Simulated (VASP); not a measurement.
# ZnSe (Stilleite) (F-43m) in VASP: further runs

The runs below take ZnSe (Stilleite) through relaxation of cell and atoms, with LDA.

Everything below comes from runs of VASP 6.6.1. Logs are shortened: lines on timing, memory, paths and dates and some standing lists are left out, and cuts for length are marked.

## 1. Starting point

The structure is cubic, space group F-43m (No. 216). Conventional cell: a = 5.668 Å, b = 5.668 Å, c = 5.668 Å, α = 90.00°, β = 90.00°, γ = 90.00°. Zn (site symmetry -43m) is surrounded by 4 Se at 2.45 Å. Around Se (site symmetry -43m) lie 4 Zn at 2.45 Å.

## 2. Relaxation of cell and atoms, LDA

File INCAR:

```
SYSTEM = ZnSe
ALGO     = Normal         ! electronic algorithm
EDIFF    = 1E-6           ! SCF threshold, eV
EDIFFG   = -0.01          ! ionic threshold
ENCUT    = 600            ! plane-wave cutoff, eV
IBRION   = 2              ! ionic algorithm
ISIF     = 3              ! what is computed and relaxed
ISMEAR   = 0              ! smearing method
LASPH    = .True.         ! aspherical terms in the spheres
LCHARG   = .False.        ! write CHGCAR
LREAL    = .False.        ! projectors in reciprocal space
LWAVE    = .False.        ! write WAVECAR
NELM     = 80             ! most SCF steps
NSW      = 90             ! ionic steps
PREC     = Accurate       ! precision mode
SIGMA    = 0.03           ! smearing width, eV
```

File KPOINTS:

```
k-points
0
Gamma
  8 8 8
  0 0 0
```

File POSCAR:

```
ZnSe
1.0
    0.0000000000      2.8338000000      2.8338000000
    2.8338000000      0.0000000000      2.8338000000
    2.8338000000      2.8338000000      0.0000000000
Zn Se
1 1
Direct
    0.0000000000      0.0000000000      0.0000000000
    0.2500000000      0.2500000000      0.2500000000
```

Potentials or basis: VASP PAW LDA potentials, release 64 (Zn, Se).

Command:

```sh
cat potpaw_LDA.64/Zn/POTCAR potpaw_LDA.64/Se/POTCAR > POTCAR
mpirun -np 1 vasp_std > vasp.out
```

OUTCAR:

```text
SYSTEM = ZnSe
   EDIFF = 1E-6
   EDIFFG = -0.01
   ENCUT = 600
   IBRION = 2
   ISIF = 3
   ISMEAR = 0
   LASPH = .True.
   LREAL = .False.
   NELM = 80
   NSW = 90
   PREC = Accurate

 ion  position               nearest neighbor table
   1  0.000  0.000  0.000-   2 2.45   2 2.45   2 2.45   2 2.45
   2  0.250  0.250  0.250-   1 2.45   1 2.45   1 2.45   1 2.45

  LATTYP: Found a face centered cubic cell.
 ALAT       =     5.6676000000

  Lattice vectors:

 A1 = (   0.0000000000,   2.8338000000,   2.8338000000)
 A2 = (   2.8338000000,   0.0000000000,   2.8338000000)
 A3 = (   2.8338000000,   2.8338000000,   0.0000000000)

Analysis of symmetry for initial positions (statically):
=====================================================================
 Subroutine PRICEL returns:
 Original cell was already a primitive cell.

 Routine SETGRP: Setting up the symmetry group for a
 face centered cubic supercell.

 Subroutine GETGRP returns: Found 24 space group operations
 (whereof 24 operations were pure point group operations)
 out of a pool of 48 trial point group operations.

The static configuration has the point symmetry T_d .

Analysis of symmetry for dynamics (positions and initial velocities):
=====================================================================
 Subroutine PRICEL returns:
 Original cell was already a primitive cell.

 Routine SETGRP: Setting up the symmetry group for a
 face centered cubic supercell.

 Subroutine GETGRP returns: Found 24 space group operations
 (whereof 24 operations were pure point group operations)
 out of a pool of 48 trial point group operations.

The dynamic configuration has the point symmetry T_d .

 Subroutine INISYM returns: Found 24 space group operations
 (whereof 24 operations are pure point group operations),
 and found     1 'primitive' translations

----------------------------------------------------------------------------------------

                                     Primitive cell

  volume of cell :      45.5132

  direct lattice vectors                    reciprocal lattice vectors
     0.000000000  2.833800000  2.833800000    -0.176441527  0.176441527  0.176441527
     2.833800000  0.000000000  2.833800000     0.176441527 -0.176441527  0.176441527
     2.833800000  2.833800000  0.000000000     0.176441527  0.176441527 -0.176441527

[... 98 lines left out ...]
   ISMEAR =     0;   SIGMA  =   0.03  broadening in eV -4-tet -1-fermi 0-gaus
   EFERMI_NEDOS =   21; number of points for ismear=-14 and -15
   IALGO  =     38    algorithm
   IMIX   =      4    mixing-type and parameters
     AMIX     =   0.40;   BMIX     =  1.00
     AMIX_MAG =   1.60;   BMIX_MAG =  1.00
  volume/ion in A,a.u.               =      22.76       153.57
  Fermi-wavevector in a.u.,A,eV,Ry     =   1.201673  2.270834 19.647073  1.444019
  Thomas-Fermi vector in A             =   2.337476
   LORBIT       =      0    0 simple, 1 ext, 2 COOP (PROOUT), +10 PAW based schemes
   GGA     = CA    functional components
   LHFCALC =     F    Hartree Fock is set to
   AEXX    =    0.0000 exact exchange contribution
   IVDW    =     0    specifies the selected vdW correction
   LEPSILON=     F    determine dielectric tensor
   LRPA    =     F    only Hartree local field effects (RPA)
 conjugate gradient relaxation of ions
 non-spin polarized calculation
 Gauss-broadening in eV      SIGMA  =   0.03
  energy-cutoff  :      600.00
  volume of cell :       45.51
 maximum number of plane-waves:      1540
   NGX = 17   NGY = 17   NGZ = 17

--------------------------------------- Ionic step        1  -------------------------------------------

 number of electron      17.9999993 magnetization

 Free energy of the ion-electron system (eV)
  ---------------------------------------------------
  ext. energy  EPLUGINS =         0.00000000
  ---------------------------------------------------
  free energy    TOTEN  =        -7.35030487 eV

  energy without entropy =       -7.35030487  energy(sigma->0) =       -7.35030487

------------------------ aborting loop because EDIFF is reached ----------------------------------------

  FORCE on cell =-STRESS in cart. coord.  units (eV):
  Direction    XX          YY          ZZ          XY          YZ          ZX
  --------------------------------------------------------------------------------------
  -------------------------------------------------------------------------------------
  Total       -0.8894601     -0.8894601     -0.8894601     -0.0000000     -0.0000000      0.0000000
  in kB      -31.3111836    -31.3111836    -31.3111836     -0.0000000     -0.0000000      0.0000000
  external PRESSURE =     -31.3111836 kB  Pullay stress =       0.0000000 kB
[... 131 lines left out ...]
--------------------------------------- Ionic step        5  -------------------------------------------

 number of electron      17.9999991 magnetization

 Free energy of the ion-electron system (eV)
  ---------------------------------------------------
  ext. energy  EPLUGINS =         0.00000000
  ---------------------------------------------------
  free energy    TOTEN  =        -7.37233420 eV

  energy without entropy =       -7.37233420  energy(sigma->0) =       -7.37233420

 E-fermi :   2.1437     XC(G=0):  -9.9161

 val. band max:        1.9463353564   @ k =   0.0000   0.0000   0.0000
 cond. band min:       3.2157317729   @ k =   0.0000   0.0000   0.0000
 fundamental gap:      1.2693964166
 Fermi energy:         2.1437111612

 k-point     1 :       0.0000    0.0000    0.0000
  band No.  band energies     occupation
      1     -11.6665      2.00000
      2      -4.9202      2.00000
      3      -4.9202      2.00000
      4      -4.9202      2.00000
      5      -4.5163      2.00000
      6      -4.5163      2.00000
      7       1.9463      2.00000
      8       1.9463      2.00000
      9       1.9463      2.00000
     10       3.2157      0.00000
     11       7.6315      0.00000
     12       7.6315      0.00000
     13       7.6315      0.00000
[... 354 lines left out ...]
  band No.  band energies     occupation
      1     -10.6390      2.00000
      2      -4.8118      2.00000
      3      -4.7676      2.00000
      4      -4.5563      2.00000
      5      -4.5093      2.00000
      6      -4.2797      2.00000
      7      -3.2894      2.00000
      8      -0.6776      2.00000
      9       0.3387      2.00000
     10       6.1862      0.00000
     11       7.3109      0.00000
     12       9.3738      0.00000
     13      10.6307      0.00000

 [... further k-points ...]
[... 5 lines left out ...]
  --------------------------------------------------------------------------------------
  -------------------------------------------------------------------------------------
  Total        0.0040785      0.0040785      0.0040785      0.0000000     -0.0000000      0.0000000
  in kB        0.1507208      0.1507208      0.1507208      0.0000000     -0.0000000      0.0000000
  external PRESSURE =       0.1507208 kB  Pullay stress =       0.0000000 kB
[... 17 lines left out ...]
  FREE ENERGIE OF THE ION-ELECTRON SYSTEM (eV)
  ---------------------------------------------------
  free  energy   TOTEN  =        -7.3723341978 eV

  energy  without entropy=       -7.3723341978  energy(sigma->0) =       -7.37233420

 reached required accuracy - stopping structural energy minimisation
```

Wall time 19 s (1 thread of Intel Xeon 6975P-C (Granite Rapids), shared host); peak memory 0.17 GiB.

Results:

* Free energy: -7.3723 eV
* Relaxed volume: 21.68 Å³/atom
* Relaxed cell: a = 3.943 Å, b = 3.943 Å, c = 3.943 Å, α = 60.00°, β = 60.00°, γ = 60.00°
* Space group after relaxing (to 0.05 Å): F-43m (No. 216)
* Energy gained by relaxing: 11.0 meV/atom
* Ionic steps: 5
* Pressure after relaxing: 0.0 GPa
* Band gap on the k mesh: 1.27 eV, direct

The path:
| step | energy change (eV) | largest force (eV/Å) | pressure (GPa) | volume (Å³) |
| --- | --- | --- | --- | --- |
| 1 | 0.0000 | 0.0000 | -3.13 | 45.51 |
| 2 | -0.0194 | 0.0000 | 1.19 | 42.65 |
| 3 | -0.0220 | 0.0000 | -0.16 | 43.35 |
| 4 | -0.0220 | 0.0000 | 0.12 | 43.26 |
| 5 | -0.0220 | 0.0000 | 0.02 | 43.35 |

Final structure:
```cif
data_structure
_symmetry_space_group_name_H-M 'P 1'
_symmetry_Int_Tables_number 1
_cell_length_a 3.9432
_cell_length_b 3.9432
_cell_length_c 3.9432
_cell_angle_alpha 60.000
_cell_angle_beta 60.000
_cell_angle_gamma 60.000
_cell_volume 43.35
loop_
_atom_site_label
_atom_site_type_symbol
_atom_site_fract_x
_atom_site_fract_y
_atom_site_fract_z
_atom_site_occupancy
Zn1 Zn 0.00000 0.00000 0.00000 1
Se1 Se 0.25000 0.25000 0.25000 1
```

Levels at points of the mesh, in eV from the valence-band top:
```csv
k point,band 5,band 6,band 7,band 8,band 9,band 10,band 11,band 12,band 13
"(0.00, 0.00, 0.00)",-6.46,-6.46,0.00,0.00,0.00,1.27,5.69,5.69,5.69
"(0.50, 0.00, 0.00)",-6.44,-6.28,-5.61,-0.95,-0.95,2.46,6.28,6.28,8.48
"(0.50, 0.50, 0.00)",-6.41,-6.26,-5.04,-2.38,-2.38,2.70,3.32,10.89,11.43
```

LDA usually gives volumes a few per cent too small. Zero-point motion and thermal expansion aren't in these numbers.

## 3. Relaxation of cell and atoms, LDA

This run uses another cell than the first one, of 21.68 Å³/atom, 0.953 times its volume.

INCAR: that of step 2 with these lines changed.

```diff
@@ -2,4 +2,4 @@
 ALGO     = Normal         ! electronic algorithm
-EDIFF    = 1E-6           ! SCF threshold, eV
-EDIFFG   = -0.01          ! ionic threshold
+EDIFF    = 1E-7           ! SCF threshold, eV
+EDIFFG   = -0.005         ! ionic threshold
 ENCUT    = 600            ! plane-wave cutoff, eV
```

KPOINTS is that of step 2.

File POSCAR:

```
ZnSe                                    
1.0
   -0.0000000000      2.7882745086      2.7882745086
    2.7882745086     -0.0000000000      2.7882745086
    2.7882745086      2.7882745086      0.0000000000
  Zn              Se            
     1     1
Direct
     0.0000000000000000    0.0000000000000000    0.0000000000000000
     0.2500000000000000    0.2500000000000000    0.2500000000000000
```

Potentials or basis: VASP PAW LDA potentials, release 64 (Zn, Se).

Command:

```sh
cat potpaw_LDA.64/Zn/POTCAR potpaw_LDA.64/Se/POTCAR > POTCAR
mpirun -np 1 vasp_std > vasp.out
```

Wall time 6.3 s (1 thread of Intel Xeon 6975P-C (Granite Rapids), shared host); peak memory 0.16 GiB.

It converged, with:

```yaml
Free_energy: -7.3719 eV
Pressure_after_relaxing: 0.0 GPa
Band_gap_on_the_k_mesh: 1.27 eV, direct
```

Final structure:
```xyz
2
Lattice="0.0000 2.7883 2.7883 2.7883 0.0000 2.7883 2.7883 2.7883 0.0000" Properties=species:S:1:pos:R:3 pbc="T T T"
Zn    0.0000    0.0000    0.0000
Se    1.3941    1.3941    1.3941
```

Levels at points of the mesh, in eV from the valence-band top:
| k point | band 7 | band 8 | band 9 | band 10 | band 11 | band 12 |
| --- | --- | --- | --- | --- | --- | --- |
| (0.00, 0.00, 0.00) | 0.00 | 0.00 | 0.00 | 1.27 | 5.69 | 5.69 |
| (0.50, 0.00, 0.00) | -5.61 | -0.95 | -0.95 | 2.46 | 6.27 | 6.27 |
| (0.50, 0.50, 0.00) | -5.04 | -2.38 | -2.38 | 2.70 | 3.32 | 10.89 |

Caveat: the relaxation stopped at its first step, so nothing moved. A hybrid or GW would open this gap; LDA tends to underestimate it.
